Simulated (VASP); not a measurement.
# BaS (Fm-3m) in VASP: notebook

BaS is run at these levels: r2SCAN; tasks: single point.

Program: VASP 6.6.1. These are calculated values, not measurements. Logs are shortened: lines on timing, memory, paths and dates and some standing lists are left out, and cuts for length are marked.

**Measured values to compare with.**

A printed reference work, monograph, original work of 1988 reports, for a bulk crystal of BaS at 2 K: band gap 3.806 eV (indirect).

The results are compared with them further down.

### Step 1. The cell of the first run

It takes space group Fm-3m (No. 225, cubic). The conventional cell has a = 6.294 Å, b = 6.294 Å, c = 6.294 Å, α = 90.00°, β = 90.00°, γ = 90.00°. Ba (site symmetry m-3m) has 6 S at 3.15 Å within 4.1 Å. S (site symmetry m-3m) has 6 Ba at 3.15 Å within 4.1 Å.

### Step 2. Single point, r2SCAN (volume scaled by 0.94)

Input file POSCAR:

```
BaS
1.0
    0.0000000000      3.1471359578      3.1471359578
    3.1471359578      0.0000000000      3.1471359578
    3.1471359578      3.1471359578      0.0000000000
Ba S
1 1
Direct
    0.0000000000      0.0000000000      0.0000000000
    0.5000000000      0.5000000000      0.5000000000
```

Input file INCAR.step1:

```
SYSTEM = BaS
  ALGO = Normal
  EDIFF = 1E-4
  ENCUT = 520
  GGA = PE
  ISMEAR = 0
  LASPH = .True.
  LCHARG = .False.
  LREAL = .False.
  LWAVE = .True.
  NBANDS = 15
  NELM = 100
  PREC = Accurate
  SIGMA = 0.02
```

Input file INCAR.step2:

```
SYSTEM = BaS
  ALGO = Normal
  EDIFF = 1E-6
  ENCUT = 520
  ISIF = 2
  ISMEAR = 0
  ISTART = 1
  LASPH = .True.
  LCHARG = .False.
  LMIXTAU = .True.
  LREAL = .False.
  LWAVE = .False.
  METAGGA = R2SCAN
  NBANDS = 15
  NELM = 100
  PREC = Accurate
  SIGMA = 0.02
```

Input file KPOINTS:

```
k-points
0
Gamma
  6 6 6
  0 0 0
```

Potentials or basis: VASP PAW PBE potentials, release 64 (Ba_sv, S).

The run is started by

```sh
$ cat potpaw_PBE.64/Ba_sv/POTCAR potpaw_PBE.64/S/POTCAR > POTCAR
$ cp INCAR.step1 INCAR
$ mpirun -np 1 vasp_std > vasp.out
$ cp INCAR.step2 INCAR
$ mpirun -np 1 vasp_std > vasp.out
```

OUTCAR:

```text
SYSTEM = BaS
   EDIFF = 1E-6
   ENCUT = 520
   ISIF = 2
   ISMEAR = 0
   ISTART = 1
   LASPH = .True.
   LREAL = .False.
   METAGGA = R2SCAN
   NELM = 100
   PREC = Accurate

 ion  position               nearest neighbor table
   1  0.000  0.000  0.000-   2 3.15   2 3.15   2 3.15   2 3.15   2 3.15   2 3.15
   2  0.500  0.500  0.500-   1 3.15   1 3.15   1 3.15   1 3.15   1 3.15   1 3.15

  LATTYP: Found a face centered cubic cell.
 ALAT       =     6.2942719156

  Lattice vectors:

 A1 = (   0.0000000000,   3.1471359578,   3.1471359578)
 A2 = (   3.1471359578,   0.0000000000,   3.1471359578)
 A3 = (   3.1471359578,   3.1471359578,   0.0000000000)

Analysis of symmetry for initial positions (statically):
=====================================================================
 Subroutine PRICEL returns:
 Original cell was already a primitive cell.

 Routine SETGRP: Setting up the symmetry group for a
 face centered cubic supercell.

 Subroutine GETGRP returns: Found 48 space group operations
 (whereof 48 operations were pure point group operations)
 out of a pool of 48 trial point group operations.

The static configuration has the point symmetry O_h .

Analysis of symmetry for dynamics (positions and initial velocities):
=====================================================================
 Subroutine PRICEL returns:
 Original cell was already a primitive cell.

 Routine SETGRP: Setting up the symmetry group for a
 face centered cubic supercell.

 Subroutine GETGRP returns: Found 48 space group operations
 (whereof 48 operations were pure point group operations)
 out of a pool of 48 trial point group operations.

The dynamic configuration has the point symmetry O_h .

 Subroutine INISYM returns: Found 48 space group operations
 (whereof 48 operations are pure point group operations),
 and found     1 'primitive' translations

----------------------------------------------------------------------------------------

                                     Primitive cell

  volume of cell :      62.3414

  direct lattice vectors                    reciprocal lattice vectors
     0.000000000  3.147135958  3.147135958    -0.158874611  0.158874611  0.158874611
     3.147135958  0.000000000  3.147135958     0.158874611 -0.158874611  0.158874611
     3.147135958  3.147135958  0.000000000     0.158874611  0.158874611 -0.158874611

  length of vectors
     4.450722354  4.450722354  4.450722354     0.275178898  0.275178898  0.275178898

  position of ions in fractional coordinates (direct lattice)
     0.000000000  0.000000000  0.000000000
     0.500000000  0.500000000  0.500000000

  ion indices of the primitive-cell ions
   primitive index   ion index
                 1           1
                 2           2

----------------------------------------------------------------------------------------

 KPOINTS: k-points

Automatic generation of k-mesh.
 Grid dimensions read from file:
 generate k-points for:    6    6    6

 Generating k-lattice:

  Cartesian coordinates                     Fractional coordinates (reciprocal lattice)
    -0.026479102  0.026479102  0.026479102     0.166666667  0.000000000  0.000000000
     0.026479102 -0.026479102  0.026479102     0.000000000  0.166666667  0.000000000
     0.026479102  0.026479102 -0.026479102     0.000000000  0.000000000  0.166666667

  Length of vectors
     0.045863150  0.045863150  0.045863150

  Shift w.r.t. Gamma in fractional coordinates (k-lattice)
     0.000000000  0.000000000  0.000000000

 Subroutine IBZKPT returns following result:
 ===========================================

 Found     16 irreducible k-points:

 Following reciprocal coordinates:
            Coordinates               Weight
  0.000000  0.000000  0.000000      1.000000
  0.166667  0.000000  0.000000      8.000000
  0.333333  0.000000  0.000000      8.000000
  0.500000  0.000000  0.000000      4.000000
  0.166667  0.166667  0.000000      6.000000
  0.333333  0.166667  0.000000     24.000000
[... 8 lines left out ...]
 -0.333333  0.333333  0.166667     24.000000
 -0.333333  0.500000  0.166667     12.000000
   k-points           NKPTS =     16   k-points in BZ     NKDIM =     16   number of bands    NBANDS=     15
   number of dos      NEDOS =    301   number of ions     NIONS =      2
   total plane-waves  NPLWV =  46656
   dimension x,y,z NGX =    36 NGY =   36 NGZ =   36
   dimension x,y,z NGXF=    72 NGYF=   72 NGZF=   72
   ions per type =               1   1
   NGX,Y,Z   is equivalent  to a cutoff of  13.45, 13.45, 13.45 a.u.
   NGXF,Y,Z  is equivalent  to a cutoff of  26.89, 26.89, 26.89 a.u.
 SYSTEM =  BaS
   PREC   = accura    normal or accurate (medium, high low for compatibility)
   ISTART =      1    job   : 0-new  1-cont  2-samecut
   ICHARG =      0    charge: 1-file 2-atom 10-const
   ISPIN  =      1    spin polarized calculation?
   LNONCOLLINEAR =      F non collinear calculations
   LSORBIT =      F    spin-orbit coupling
   LASPH  =      T    aspherical Exc in radial PAW
   ENCUT  =  520.0 eV  38.22 Ry    6.18 a.u.   8.28  8.28  8.28*2*pi/ulx,y,z
   NELM   =    100;   NELMIN=  2; NELMDL=  0     # of ELM steps
   EDIFF  = 0.1E-05   stopping-criterion for ELM
   LREAL  =      F    real-space projection
   EDIFFG = 0.1E-04   stopping-criterion for IOM
   NSW    =      0    number of steps for IOM
   IBRION =     -1    ionic relax: 0-MD 1-quasi-New 2-CG
   NFREE  =      0    steps in history (QN), initial steepest desc. (CG)
   ISIF   =      2    stress and relaxation
   ISYM   =      2    0-nonsym 1-usesym 2-fastsym
   POTIM  = 0.5000    time-step for ionic-motion
   TEBEG  =    0.0;   TEEND  =   0.0 temperature during run
   PSTRESS=    0.0 pullay stress
   NELECT =      16.0000    total number of electrons
   NUPDOWN=      -1.0000    fix difference up-down
   EMIN   =  10.00;   EMAX   =-10.00  energy-range for DOS
   EFERMI =   0.00;   METHOD = LEGACY
   ISMEAR =     0;   SIGMA  =   0.02  broadening in eV -4-tet -1-fermi 0-gaus
   EFERMI_NEDOS =   21; number of points for ismear=-14 and -15
   IALGO  =     38    algorithm
   IMIX   =      4    mixing-type and parameters
     AMIX     =   0.40;   BMIX     =  1.00
     AMIX_MAG =   1.60;   BMIX_MAG =  1.00
  volume/ion in A,a.u.               =      31.17       210.35
  Fermi-wavevector in a.u.,A,eV,Ry     =   1.040374  1.966021 14.726636  1.082377
  Thomas-Fermi vector in A             =   2.174946
   LORBIT       =      0    0 simple, 1 ext, 2 COOP (PROOUT), +10 PAW based schemes
   METAGGA = R2SCAN    functional components
   LHFCALC =     F    Hartree Fock is set to
   AEXX    =    0.0000 exact exchange contribution
   IVDW    =     0    specifies the selected vdW correction
   LEPSILON=     F    determine dielectric tensor
   LRPA    =     F    only Hartree local field effects (RPA)
 non-spin polarized calculation
 Gauss-broadening in eV      SIGMA  =   0.02
  energy-cutoff  :      520.00
  volume of cell :       62.34
 maximum number of plane-waves:      1694
 NGX is ok and might be reduce to    36
   NGX = 17   NGY = 17   NGZ = 17

 number of electron      15.9999998 magnetization

 Free energy of the ion-electron system (eV)
  ---------------------------------------------------
  ext. energy  EPLUGINS =         0.00000000
  ---------------------------------------------------
  free energy    TOTEN  =       -39.15259453 eV

  energy without entropy =      -39.15259453  energy(sigma->0) =      -39.15259453

 E-fermi :   1.6376     XC(G=0):  -9.2770

 val. band max:        1.4571039830   @ k =   0.0000   0.0000   0.0000
 cond. band min:       3.8391654747   @ k =   0.5000   0.5000   0.0000
 fundamental gap:      2.3820614917
 Fermi energy:         1.6375997599

 k-point     1 :       0.0000    0.0000    0.0000
  band No.  band energies     occupation
      1     -25.2170      2.00000
      2      -9.8436      2.00000
      3      -9.8436      2.00000
      4      -9.8436      2.00000
      5      -9.4108      2.00000
      6       1.4571      2.00000
      7       1.4571      2.00000
      8       1.4571      2.00000
      9       5.7640      0.00000
     10       5.7640      0.00000
     11       5.7640      0.00000
     12       5.9163      0.00000
     13       6.8469      0.00000
     14       6.8469      0.00000
     15      10.7406      0.00000

 k-point     2 :       0.1667    0.0000    0.0000
  band No.  band energies     occupation
      1     -25.2024      2.00000
      2     -10.4880      2.00000
      3      -9.8536      2.00000
      4      -9.8536      2.00000
      5      -8.7410      2.00000
      6       0.8021      2.00000
      7       1.0885      2.00000
      8       1.0885      2.00000
      9       5.8279      0.00000
     10       6.2093      0.00000
     11       6.2093      0.00000
     12       6.8825      0.00000
     13       7.6986      0.00000
     14       7.6986      0.00000
     15      11.8981      0.00000

 k-point     3 :       0.3333    0.0000    0.0000
  band No.  band energies     occupation
      1     -25.1728      2.00000
      2     -11.0779      2.00000
      3      -9.8733      2.00000
      4      -9.8733      2.00000
      5      -8.0942      2.00000
      6      -0.1595      2.00000
      7       0.5180      2.00000
      8       0.5180      2.00000
      9       6.4207      0.00000
     10       7.4049      0.00000
     11       7.4049      0.00000
     12       8.3289      0.00000
     13       9.6361      0.00000
     14       9.6361      0.00000
     15      12.8702      0.00000

 k-point     4 :       0.5000    0.0000    0.0000
  band No.  band energies     occupation
      1     -25.1579      2.00000
      2     -11.2948      2.00000
      3      -9.8829      2.00000
      4      -9.8829      2.00000
      5      -7.8449      2.00000
      6      -0.5564      2.00000
      7       0.2829      2.00000
      8       0.2829      2.00000
      9       7.6493      0.00000
     10       7.7356      0.00000
     11       8.4840      0.00000
     12       8.4840      0.00000
     13      11.1400      0.00000
     14      11.1400      0.00000
     15      11.4630      0.00000
[... 163 lines left out ...]
 k-point    14 :       0.5000    0.3333    0.1667
  band No.  band energies     occupation
      1     -25.1543      2.00000
      2     -10.8818      2.00000
      3     -10.0972      2.00000
      4      -9.9755      2.00000
      5      -8.4056      2.00000
      6       0.1195      2.00000
      7       0.5825      2.00000
      8       1.0832      2.00000
      9       5.3161      0.00000
     10       7.7203      0.00000
     11       8.3821      0.00000
     12       8.5927      0.00000
     13       9.6647      0.00000
     14      11.1943      0.00000
     15      11.7358      0.00000

 k-point    15 :      -0.3333    0.3333    0.1667
  band No.  band energies     occupation
      1     -25.1448      2.00000
      2     -10.8736      2.00000
      3     -10.1618      2.00000
      4     -10.0510      2.00000
      5      -8.3950      2.00000
      6       0.1153      2.00000
      7       0.7485      2.00000
      8       0.8279      2.00000
      9       6.4000      0.00000
     10       6.5140      0.00000
     11       8.9817      0.00000
     12       9.2226      0.00000
     13       9.7384      0.00000
     14      11.6753      0.00000
     15      12.1731      0.00000

 k-point    16 :      -0.3333    0.5000    0.1667
  band No.  band energies     occupation
      1     -25.1405      2.00000
      2     -10.4988      2.00000
      3     -10.3345      2.00000
      4     -10.1610      2.00000
      5      -8.7269      2.00000
      6       0.5156      2.00000
      7       0.9742      2.00000
      8       1.1035      2.00000
      9       5.0219      0.00000
     10       7.5751      0.00000
     11       8.5011      0.00000
     12       9.3208      0.00000
     13       9.7684      0.00000
     14      10.8899      0.00000
     15      12.2454      0.00000

------------------------ aborting loop because EDIFF is reached ----------------------------------------

  FORCE on cell =-STRESS in cart. coord.  units (eV):
  Direction    XX          YY          ZZ          XY          YZ          ZX
  --------------------------------------------------------------------------------------
  -------------------------------------------------------------------------------------
  Total        1.5007087      1.5007087      1.5007087      0.0000000      0.0000000      0.0000000
  in kB       38.5682966     38.5682966     38.5682966      0.0000000      0.0000000      0.0000000
  external PRESSURE =      38.5682966 kB  Pullay stress =       0.0000000 kB

 VOLUME and BASIS-vectors are now :
 -----------------------------------------------------------------------------
  energy-cutoff  :      520.00
  volume of cell :       62.34
      direct lattice vectors                 reciprocal lattice vectors
     0.000000000  3.147135958  3.147135958    -0.158874611  0.158874611  0.158874611
     3.147135958  0.000000000  3.147135958     0.158874611 -0.158874611  0.158874611
     3.147135958  3.147135958  0.000000000     0.158874611  0.158874611 -0.158874611

 POSITION                                       TOTAL-FORCE (eV/Angst)
 -----------------------------------------------------------------------------------
      0.00000      0.00000      0.00000         0.000000     -0.000000      0.000000
      3.14714      3.14714      3.14714        -0.000000      0.000000     -0.000000
 -----------------------------------------------------------------------------------
    total drift:                                0.000000      0.000000      0.000000

  FREE ENERGIE OF THE ION-ELECTRON SYSTEM (eV)
  ---------------------------------------------------
  free  energy   TOTEN  =       -39.1525945296 eV

  energy  without entropy=      -39.1525945296  energy(sigma->0) =      -39.15259453
```

It took 50 s on 1 thread of Intel Xeon 6975P-C, shared host; peak memory 0.22 GiB.

What came out:

* Free energy: -39.1526 eV
* Pressure: 3.9 GPa
* Band gap on the k mesh: 2.38 eV, indirect (least direct gap 2.49 eV)

Levels at points of the mesh, in eV from the valence-band top:
```tsv
k point	band 5	band 6	band 7	band 8	band 9	band 10	band 11	band 12
(0.00, 0.00, 0.00)	-10.87	0.00	0.00	0.00	4.31	4.31	4.31	4.46
(0.50, 0.00, 0.00)	-9.30	-2.01	-1.17	-1.17	6.19	6.28	7.03	7.03
(0.50, 0.50, 0.00)	-10.79	-0.46	-0.11	-0.11	2.38	6.63	7.01	8.29
```

Caveat: the PAW data sets were made with another functional, which shifts forces and pressure a little; spin-orbit coupling is left out, which moves the levels of the heavy elements. A k mesh can miss the band edges.

(Continued in part 2 of 2.)
